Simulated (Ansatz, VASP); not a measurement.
# One calculation of Cr, two programs

```
Cr
1.0
     1.96323   -4.33674    0.00000
     1.96323    4.33674    0.00000
     0.00000    0.00000    2.76890
Cr
4
Direct
  0.13088 0.86912 0.99987
  0.63088 0.36912 0.50013
  0.86912 0.13088 0.00013
  0.36912 0.63088 0.49987
```

Alike in both runs: functional r2SCAN; k mesh 6 × 6 × 4; occupations gaussian, width 0.1 eV; no spin polarisation.

Ansatz relaxed the structure, and its values are those at the end. VASP's run is a single point on that final structure, the one shown.

|  | VASP | Ansatz |
| --- | --- | --- |
| version | VASP 6.6.1 | Ansatz 0.2.0 |
| potentials or method | VASP PAW PBE potentials, release 64 (Cr_pv) | scalar-relativistic, plane waves, PAW |
| plane-wave cutoff (eV) | 520 | 500 |
| valence electrons in the cell | 48 | 56 |

Ansatz gave:

| Item | Value |
| --- | --- |
| gap on the k mesh at the Fermi level (eV) | none |
| pressure (GPa) | 0.2 |
| rms of the force components (eV/Å) | 0.002 |

Task: Estimate VASP's values.

Result: gap on the k mesh at the Fermi level (eV): none; pressure (GPa): 1.0; rms of the force components (eV/Å): 0.013.

A gap of «none» marks a metal or a gap that the smearing closes. The two sets of potentials don't hold the same shells in valence.

Caveats: the k mesh is coarse (spacing up to 0.57 Å⁻¹), so the values aren't converged; the PAW data sets were made with another functional, which shifts forces and pressure a little (VASP); the run has no spin polarisation, though such a crystal can be magnetic. Spin polarisation is off, so any magnetic state and its effect on volume and gap are missing.
